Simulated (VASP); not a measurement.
# TaN (P6_3/mmc) in VASP: settings compared

Aim: see how the results for TaN move with the level of theory and the settings. Levels: RPBE, RPBE+D3, RPBE+D3(BJ). Tasks: relaxation of cell and atoms.

All numbers are computed with VASP 6.6.1; they aren't measurements. Logs are shortened: lines on timing, memory, paths and dates and some standing lists are left out, and cuts for length are marked.

**1. Starting point**

Symmetry: P6_3/mmc, No. 194, hexagonal system. Conventional cell: a = 2.922 Å, b = 2.922 Å, c = 5.917 Å, α = 90.00°, β = 90.00°, γ = 120.00°. Ta (site symmetry -3m) is surrounded by 6 N at 2.24 Å. Around N (site symmetry -6m2) lie 6 Ta at 2.24 Å.

The cell comes from a database or a generator and needn't be the stable form of this composition.

**2. Relaxation of cell and atoms, RPBE**

INCAR

```
PREC     = Accurate       # precision mode
ENCUT    = 600            # plane-wave cutoff, eV
EDIFF    = 1E-6           # SCF threshold, eV
ISMEAR   = -1             # smearing method
SIGMA    = 0.05           # smearing width, eV
LREAL    = False          # projectors in reciprocal space
LASPH    = True           # aspherical terms in the spheres
NELM     = 80             # most SCF steps
ALGO     = Normal         # electronic algorithm
ISIF     = 3              # what is computed and relaxed
LWAVE    = False          # write WAVECAR
LCHARG   = False          # write CHGCAR
GGA      = RP             # functional
IBRION   = 2              # ionic algorithm
NSW      = 40             # ionic steps
EDIFFG   = -0.01          # ionic threshold
```

KPOINTS

```
Automatic mesh
0
Gamma
  7 7 4
```

POSCAR

```
TaN
1.0
    2.9217699809      0.0000000000      0.0000000000
   -1.4608849905      2.5303270275      0.0000000000
    0.0000000000      0.0000000000      5.9165150000
Ta N
2 2
Direct
    0.0000000000      0.0000000000      0.5000000000
    0.0000000000      0.0000000000      0.0000000000
    0.3333333333      0.6666666667      0.2500000000
    0.6666666667      0.3333333333      0.7500000000
```

Potentials or basis: VASP PAW PBE potentials, release 64 (Ta_pv, N).

Command:

```console
> cat potpaw_PBE.64/Ta_pv/POTCAR potpaw_PBE.64/N/POTCAR > POTCAR
> mpirun -np 1 vasp_std > vasp.out
```

OUTCAR:

```text
PREC = Accurate
   ENCUT = 600
   EDIFF = 1E-6
   ISMEAR = -1
   LREAL = False
   LASPH = True
   NELM = 80
   ISIF = 3
   GGA = RP
   IBRION = 2
   NSW = 40
   EDIFFG = -0.01

 ion  position               nearest neighbor table
   1  0.000  0.000  0.500-   3 2.24   4 2.24   4 2.24   3 2.24   4 2.24   3 2.24   2 2.96   2 2.96

   2  0.000  0.000  0.000-   3 2.24   4 2.24   4 2.24   3 2.24   4 2.24   3 2.24   1 2.96   1 2.96

   3  0.333  0.667  0.250-   1 2.24   2 2.24   1 2.24   2 2.24   1 2.24   2 2.24
   4  0.667  0.333  0.750-   1 2.24   2 2.24   1 2.24   2 2.24   1 2.24   2 2.24

  LATTYP: Found a hexagonal cell.
 ALAT       =     2.9217699809
 C/A-ratio  =     2.0249763119

  Lattice vectors:

 A1 = (   2.9217699809,   0.0000000000,   0.0000000000)
 A2 = (  -1.4608849905,   2.5303270275,   0.0000000000)
 A3 = (   0.0000000000,   0.0000000000,   5.9165150000)

Analysis of symmetry for initial positions (statically):
=====================================================================
 Subroutine PRICEL returns:
 Original cell was already a primitive cell.

 Routine SETGRP: Setting up the symmetry group for a
 hexagonal supercell.

 Subroutine GETGRP returns: Found 24 space group operations
 (whereof 12 operations were pure point group operations)
 out of a pool of 24 trial point group operations.

The static configuration has the point symmetry D_3d.
 The point group associated with its full space group is D_6h.

Analysis of symmetry for dynamics (positions and initial velocities):
=====================================================================
 Subroutine PRICEL returns:
 Original cell was already a primitive cell.

 Routine SETGRP: Setting up the symmetry group for a
 hexagonal supercell.

 Subroutine GETGRP returns: Found 24 space group operations
 (whereof 12 operations were pure point group operations)
 out of a pool of 24 trial point group operations.

The dynamic configuration has the point symmetry D_3d.
 The point group associated with its full space group is D_6h.

 Subroutine INISYM returns: Found 24 space group operations
 (whereof 12 operations are pure point group operations),
 and found     1 'primitive' translations

----------------------------------------------------------------------------------------

                                     Primitive cell

  volume of cell :      43.7410

  direct lattice vectors                    reciprocal lattice vectors
     2.921769981  0.000000000  0.000000000     0.342258291  0.197602916  0.000000000
    -1.460884991  2.530327027  0.000000000     0.000000000  0.395205833  0.000000000
     0.000000000  0.000000000  5.916515000     0.000000000  0.000000000  0.169018417

  length of vectors
     2.921769981  2.921769981  5.916515000     0.395205833  0.395205833  0.169018417

  position of ions in fractional coordinates (direct lattice)
     0.000000000  0.000000000  0.500000000
     0.000000000  0.000000000  0.000000000
     0.333333333  0.666666667  0.250000000
     0.666666667  0.333333333  0.750000000

  ion indices of the primitive-cell ions
   primitive index   ion index
                 1           1
                 2           2
                 3           3
                 4           4

----------------------------------------------------------------------------------------

 KPOINTS: Automatic mesh

Automatic generation of k-mesh.
 Grid dimensions read from file:
 generate k-points for:    7    7    4

 Generating k-lattice:

  Cartesian coordinates                     Fractional coordinates (reciprocal lattice)
     0.048894042  0.028228988  0.000000000     0.142857143  0.000000000  0.000000000
     0.000000000  0.056457976  0.000000000     0.000000000  0.142857143  0.000000000
     0.000000000  0.000000000  0.042254604     0.000000000  0.000000000  0.250000000

  Length of vectors
     0.056457976  0.056457976  0.042254604

  Shift w.r.t. Gamma in fractional coordinates (k-lattice)
     0.000000000  0.000000000  0.000000000

 Subroutine IBZKPT returns following result:
 ===========================================

 Found     24 irreducible k-points:

 Following reciprocal coordinates:
            Coordinates               Weight
  0.000000  0.000000  0.000000      1.000000
  0.142857  0.000000  0.000000      6.000000
  0.285714  0.000000  0.000000      6.000000
  0.428571  0.000000  0.000000      6.000000
  0.142857  0.142857  0.000000      6.000000
  0.285714  0.142857  0.000000     12.000000
[... 16 lines left out ...]
  0.428571  0.142857  0.500000      6.000000
  0.285714  0.285714  0.500000      6.000000
   k-points           NKPTS =     24   k-points in BZ     NKDIM =     24   number of bands    NBANDS=     20
   number of dos      NEDOS =    301   number of ions     NIONS =      4
   total plane-waves  NPLWV =  27648
   dimension x,y,z NGX =    24 NGY =   24 NGZ =   48
   dimension x,y,z NGXF=    48 NGYF=   48 NGZF=   96
   ions per type =               2   2
   NGX,Y,Z   is equivalent  to a cutoff of  13.66, 13.66, 13.49 a.u.
   NGXF,Y,Z  is equivalent  to a cutoff of  27.31, 27.31, 26.97 a.u.
 SYSTEM =  unknown system
   PREC   = accura    normal or accurate (medium, high low for compatibility)
   ISTART =      0    job   : 0-new  1-cont  2-samecut
   ICHARG =      2    charge: 1-file 2-atom 10-const
   ISPIN  =      1    spin polarized calculation?
   LNONCOLLINEAR =      F non collinear calculations
   LSORBIT =      F    spin-orbit coupling
   LASPH  =      T    aspherical Exc in radial PAW
   ENCUT  =  600.0 eV  44.10 Ry    6.64 a.u.   5.84  5.84 11.82*2*pi/ulx,y,z
   NELM   =     80;   NELMIN=  2; NELMDL= -5     # of ELM steps
   EDIFF  = 0.1E-05   stopping-criterion for ELM
   LREAL  =      F    real-space projection
   EDIFFG = -.1E-01   stopping-criterion for IOM
   NSW    =     40    number of steps for IOM
   IBRION =      2    ionic relax: 0-MD 1-quasi-New 2-CG
   NFREE  =      1    steps in history (QN), initial steepest desc. (CG)
   ISIF   =      3    stress and relaxation
   ISYM   =      2    0-nonsym 1-usesym 2-fastsym
   POTIM  = 0.5000    time-step for ionic-motion
   TEBEG  =    0.0;   TEEND  =   0.0 temperature during run
   PSTRESS=    0.0 pullay stress
   NELECT =      32.0000    total number of electrons
   NUPDOWN=      -1.0000    fix difference up-down
   EMIN   =  10.00;   EMAX   =-10.00  energy-range for DOS
   EFERMI =   0.00;   METHOD = LEGACY
   ISMEAR =    -1;   SIGMA  =   0.05  broadening in eV -4-tet -1-fermi 0-gaus
   EFERMI_NEDOS =   21; number of points for ismear=-14 and -15
   IALGO  =     38    algorithm
   IMIX   =      4    mixing-type and parameters
     AMIX     =   0.40;   BMIX     =  1.00
     AMIX_MAG =   1.60;   BMIX_MAG =  1.00
  volume/ion in A,a.u.               =      10.94        73.79
  Fermi-wavevector in a.u.,A,eV,Ry     =   1.475124  2.787581 29.606163  2.175992
  Thomas-Fermi vector in A             =   2.589812
   LORBIT       =      0    0 simple, 1 ext, 2 COOP (PROOUT), +10 PAW based schemes
   GGA     = RP    functional components
   LHFCALC =     F    Hartree Fock is set to
   AEXX    =    0.0000 exact exchange contribution
   IVDW    =     0    specifies the selected vdW correction
   LEPSILON=     F    determine dielectric tensor
   LRPA    =     F    only Hartree local field effects (RPA)
 conjugate gradient relaxation of ions
 non-spin polarized calculation
  energy-cutoff  :      600.00
  volume of cell :       43.74
 maximum number of plane-waves:      1478
 NGX is ok and might be reduce to    24
   NGX = 11   NGY = 11   NGZ = 23

--------------------------------------- Ionic step        1  -------------------------------------------

 number of electron      32.0000005 magnetization

 Free energy of the ion-electron system (eV)
  ---------------------------------------------------
  ext. energy  EPLUGINS =         0.00000000
  ---------------------------------------------------
  free energy    TOTEN  =       -41.94568994 eV

  energy without entropy =      -41.93439968  energy(sigma->0) =      -41.94004481

------------------------ aborting loop because EDIFF is reached ----------------------------------------

  FORCE on cell =-STRESS in cart. coord.  units (eV):
  Direction    XX          YY          ZZ          XY          YZ          ZX
  --------------------------------------------------------------------------------------
  -------------------------------------------------------------------------------------
  Total        0.8470314      0.8470314      1.6960163     -0.0000000      0.0000000      0.0000000
  in kB       31.0256905     31.0256905     62.1229348     -0.0000000      0.0000000      0.0000000
  external PRESSURE =      41.3914386 kB  Pullay stress =       0.0000000 kB

 VOLUME and BASIS-vectors are now :
 -----------------------------------------------------------------------------
  energy-cutoff  :      600.00
  volume of cell :       43.74
      direct lattice vectors                 reciprocal lattice vectors
     2.921769981  0.000000000  0.000000000     0.342258291  0.197602916  0.000000000
    -1.460884991  2.530327027  0.000000000     0.000000000  0.395205833  0.000000000
     0.000000000  0.000000000  5.916515000     0.000000000  0.000000000  0.169018417
[... 153 lines left out ...]
 POSITION                                       TOTAL-FORCE (eV/Angst)
 -----------------------------------------------------------------------------------
     -1.46438      2.53638      2.97971        -0.000000      0.000000      0.000000
      0.00000      0.00000      0.00000         0.000000      0.000000      0.000000
     -0.00000      1.69092      1.48985         0.000000     -0.000000      0.000000
      1.46438      0.84546      4.46956        -0.000000     -0.000000     -0.000000
 -----------------------------------------------------------------------------------
    total drift:                               -0.000000      0.000000      0.000000

  FREE ENERGIE OF THE ION-ELECTRON SYSTEM (eV)
  ---------------------------------------------------
  free  energy   TOTEN  =       -41.9537829232 eV

  energy  without entropy=      -41.9428460100  energy(sigma->0) =      -41.94831447

--------------------------------------- Ionic step        6  -------------------------------------------

 number of electron      32.0000005 magnetization

 Free energy of the ion-electron system (eV)
  ---------------------------------------------------
  ext. energy  EPLUGINS =         0.00000000
  ---------------------------------------------------
  free energy    TOTEN  =       -41.95381042 eV

  energy without entropy =      -41.94281356  energy(sigma->0) =      -41.94831199

 E-fermi :   8.0209     XC(G=0): -13.1323

 val. band max:        8.0179111619   @ k =   0.1429   0.0000   0.0000
 cond. band min:       8.0987436647   @ k =   0.1429   0.1429   0.2500
 fundamental gap:      0.0808325028
 Fermi energy:         8.0209026759

 k-point     1 :       0.0000    0.0000    0.0000
  band No.  band energies     occupation
      1     -27.5419      2.00000
      2     -26.8510      2.00000
      3     -26.6047      2.00000
      4     -26.6047      2.00000
      5     -26.5491      2.00000
      6     -26.5491      2.00000
[... 12 lines left out ...]
     19       8.6734      0.00000
     20      10.3256      0.00000
[... 549 lines left out ...]
 POSITION                                       TOTAL-FORCE (eV/Angst)
 -----------------------------------------------------------------------------------
      0.00000      0.00000      2.97863        -0.000000     -0.000000      0.000000
      0.00000      0.00000      0.00000        -0.000000      0.000000      0.000000
     -0.00000      1.69145      1.48932         0.000000     -0.000000      0.000000
      1.46484      0.84573      4.46795         0.000000      0.000000     -0.000000
 -----------------------------------------------------------------------------------
    total drift:                               -0.000000      0.000000      0.000000

  FREE ENERGIE OF THE ION-ELECTRON SYSTEM (eV)
  ---------------------------------------------------
  free  energy   TOTEN  =       -41.9538104186 eV

  energy  without entropy=      -41.9428135587  energy(sigma->0) =      -41.94831199

 reached required accuracy - stopping structural energy minimisation
```

Run time: 62 s. Hardware: 1 thread of Intel Xeon Platinum 8375C at 2.90GHz (Ice Lake), shared host; peak memory 0.19 GiB.

What came out:

| Quantity | Value |
| --- | --- |
| Free energy | -41.9538 eV |
| Relaxed volume | 11.07 Å³/atom |
| Relaxed cell | a = 2.930 Å, b = 2.930 Å, c = 5.957 Å, α = 90.00°, β = 90.00°, γ = 120.00° |
| Space group after relaxing (to 0.05 Å) | P6_3/mmc (No. 194) |
| Energy gained by relaxing | 2.0 meV/atom |
| Ionic steps | 6 |
| Pressure after relaxing | 0.0 GPa |
| Band gap on the k mesh | none (metal or under the smearing width) |

The path:
```csv
step,energy change (eV),largest force (eV/Å),pressure (GPa),volume (Å³)
1,0.0000,0.0000,4.14,43.74
2,0.0287,0.0000,-8.44,45.55
3,-0.0081,0.0000,-0.12,44.31
4,-0.0081,0.0000,-0.06,44.30
5,-0.0081,0.0000,0.10,44.27
6,-0.0081,0.0000,0.05,44.28
```

Final structure:
```
CELL_PARAMETERS angstrom
2.92968 0.00000 0.00000
-1.46484 2.53718 0.00000
0.00000 0.00000 5.95726
ATOMIC_POSITIONS crystal
Ta 0.00000 0.00000 0.50000
Ta 0.00000 0.00000 0.00000
N 0.33333 0.66667 0.25000
N 0.66667 0.33333 0.75000
```

Levels at points of the mesh, in eV from the Fermi level:
```csv
k point,band 14,band 15,band 16,band 17,band 18,band 19
"(0.00, 0.00, 0.00)",-1.88,-1.88,-0.15,-0.15,0.65,0.65
"(0.00, 0.00, 0.50)",-3.70,-0.59,-0.59,1.05,1.05,1.05
```

Caveat: the PAW data sets were made with another functional, which shifts forces and pressure a little. The run has no spin-orbit coupling, so splittings on Ta are missing.

**3. Relaxation of cell and atoms, RPBE+D3**

Changes to INCAR since step 2:

```diff
@@ -13,2 +13,3 @@
 GGA      = RP             # functional
+IVDW     = 11             # dispersion correction
 IBRION   = 2              # ionic algorithm
```

KPOINTS is that of step 2.

POSCAR is that of step 2.

Potentials or basis: VASP PAW PBE potentials, release 64 (Ta_pv, N).

Command:

```console
> cat potpaw_PBE.64/Ta_pv/POTCAR potpaw_PBE.64/N/POTCAR > POTCAR
> mpirun -np 1 vasp_std > vasp.out
```

Wall time 64 s (1 thread of Intel Xeon Platinum 8375C at 2.90GHz (Ice Lake), shared host); peak memory 0.2 GiB.

The run converged. Its results:

- Free energy: -44.0946 eV
- Relaxed volume: 10.78 Å³/atom
- Relaxed cell: a = 2.897 Å, b = 2.897 Å, c = 5.933 Å, α = 90.00°, β = 90.00°, γ = 120.00°
- Space group after relaxing (to 0.05 Å): P6_3/mmc (No. 194)
- Energy gained by relaxing: 3.9 meV/atom
- Ionic steps: 5
- Pressure after relaxing: 0.0 GPa
- Band gap on the k mesh: none (metal or under the smearing width)
- Dispersion energy per atom: -0.544 eV

The path:
```
step  energy change (eV)  largest force (eV/Å)  pressure (GPa)  volume (Å³)
   1              0.0000                0.0000           -4.41        43.74
   2              0.0272                0.0000           10.22        41.86
   3             -0.0147                0.0000            0.71        43.03
   4             -0.0144                0.0000           -0.88        43.20
   5             -0.0156                0.0000           -0.05        43.11
```

Final structure:
```xyz
4
Lattice="2.8966 0.0000 0.0000 -1.4483 2.5085 0.0000 0.0000 0.0000 5.9329" Properties=species:S:1:pos:R:3 pbc="T T T"
Ta    0.0000    0.0000    2.9665
Ta    0.0000    0.0000    0.0000
N     0.0000    1.6724    1.4832
N     1.4483    0.8362    4.4497
```

Levels at points of the mesh, in eV from the Fermi level:
```csv
k point,band 13,band 14,band 15,band 16,band 17,band 18,band 19,band 20
"(0.00, 0.00, 0.00)",-3.45,-1.84,-1.84,-0.14,-0.14,0.73,0.73,2.28
"(0.00, 0.00, 0.50)",-3.71,-3.71,-0.64,-0.64,1.11,1.11,1.11,1.11
```

Caveat: the PAW data sets were made with another functional, which shifts forces and pressure a little; pairwise dispersion overbinds metals, which lowers pressure and volume.

**4. Relaxation of cell and atoms, RPBE+D3(BJ)**

Changes to INCAR since step 3:

```diff
@@ -13,3 +13,3 @@
 GGA      = RP             # functional
-IVDW     = 11             # dispersion correction
+IVDW     = 12             # dispersion correction
 IBRION   = 2              # ionic algorithm
```

KPOINTS is that of step 3.

POSCAR is that of step 3.

Command:

```console
> cat potpaw_PBE.64/Ta_pv/POTCAR potpaw_PBE.64/N/POTCAR > POTCAR
> mpirun -np 1 vasp_std > vasp.out
```

Run time: 1.8 min. Hardware: 1 thread of Intel Xeon Platinum 8375C at 2.90GHz (Ice Lake), shared host; peak memory 0.2 GiB.

Results (log left out):

- Free energy: -53.4015 eV
- Relaxed volume: 9.78 Å³/atom
- Relaxed cell: a = 2.807 Å, b = 2.807 Å, c = 5.734 Å, α = 90.00°, β = 90.00°, γ = 120.00°
- Space group after relaxing (to 0.05 Å): P6_3/mmc (No. 194)
- Energy gained by relaxing: 148.1 meV/atom
- Ionic steps: 7
- Pressure after relaxing: 0.0 GPa
- Band gap on the k mesh: none (metal or under the smearing width)
- Dispersion energy per atom: -3.044 eV

The path:
```tsv
step	energy change (eV)	largest force (eV/Å)	pressure (GPa)	volume (Å³)
1	0.0000	0.0000	-37.33	43.74
2	4.5725	0.0000	219.39	29.51
3	-0.5811	0.0000	-4.89	39.63
4	-0.5877	0.0000	-1.47	39.30
5	-0.5883	0.0000	0.00	39.16
6	-0.5879	0.0000	-0.03	39.11
7	-0.5924	0.0000	-0.03	39.14
```

Final structure:
```yaml
crystal:
  lattice:
    - [2.80730, 0.00000, 0.00000]
    - [-1.40365, 2.43120, 0.00000]
    - [0.00000, 0.00000, 5.73411]
  atoms:
    - { symbol: Ta, position: [0.00000, 0.00000, 0.50000] }
    - { symbol: Ta, position: [0.00000, 0.00000, 0.00000] }
    - { symbol: N, position: [0.33333, 0.66667, 0.25000] }
    - { symbol: N, position: [0.66667, 0.33333, 0.75000] }
```

Levels at points of the mesh, in eV from the Fermi level:
| k point | band 12 | band 13 | band 14 | band 15 | band 16 | band 17 | band 18 | band 19 | band 20 |
| --- | --- | --- | --- | --- | --- | --- | --- | --- | --- |
| (0.00, 0.00, 0.00) | -4.72 | -3.59 | -1.99 | -1.99 | -0.18 | -0.18 | 0.77 | 0.77 | 2.67 |
| (0.00, 0.00, 0.50) | -4.09 | -4.09 | -4.09 | -0.70 | -0.70 | 1.24 | 1.24 | 1.24 | 1.24 |

Caveat: the PAW data sets were made with another functional, which shifts forces and pressure a little; pairwise dispersion overbinds metals, which lowers pressure and volume. Spin-orbit coupling is left out, which matters for the levels of Ta.

**5. Overview**

```tsv
level	gap on the mesh (eV)	pressure (GPa)	relaxed volume (Å³/atom)
RPBE	none	0.0	11.07
RPBE+D3	none	0.0	10.78
RPBE+D3(BJ)	none	0.0	9.78
```

Alike in all rows: task relaxation of cell and atoms; potentials or basis VASP PAW PBE potentials, release 64 (Ta_pv, N); no spin polarisation; cell relaxed; k mesh 7 × 7 × 4; cutoff (eV) 600; smearing fermi-dirac 0.05 eV.

Caveats: the PAW data sets were made with another functional, which shifts forces and pressure a little; pairwise dispersion overbinds metals, which lowers pressure and volume (some runs).

Total energies depend on the potentials used, so only differences within one code and one set of settings carry meaning.
